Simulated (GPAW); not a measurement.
The system is PbF2 (Fluorocronite).

```xyz
3
Lattice="0.0000 2.9637 2.9637 2.9637 0.0000 2.9637 2.9637 2.9637 0.0000" Properties=species:S:1:pos:R:3 pbc="T T T"
Pb    0.0000    0.0000    0.0000
F     4.4455    4.4455    4.4455
F     1.4818    1.4818    1.4818
```

Base run:

| Property | Result |
| --- | --- |
| Program | GPAW 26.7.0 |
| Functional | r2SCAN |
| Potentials or basis | GPAW PAW data sets (gpaw-data 1.2.1) |
| Cutoff | 800 eV |
| Basis | pw |
| k mesh | 8 × 8 × 8 |
| Occupations | fermi-dirac, width 0.05 eV |
| Spin | no spin polarisation |

Its results: band gap on the k mesh 4.86 eV, indirect (least direct gap 5.01 eV); pressure -1.8 GPa.

**Question.** The run is repeated on the same cell with these changes: functional from r2SCAN to PBE. What comes out?

**Answer.** Band gap on the k mesh 4.35 eV, indirect (least direct gap 4.49 eV); pressure 1.3 GPa.

r2SCAN gives the wider gap, since meta-GGAs in the generalised Kohn-Sham scheme recover part of the derivative discontinuity.

Caveats: spin-orbit coupling is left out, which as a rule narrows the gap of such compounds by several tenths of an eV; the PAW data sets were made with another functional, which shifts forces and pressure a little (some runs).

Not every run made on this cell is shown here.
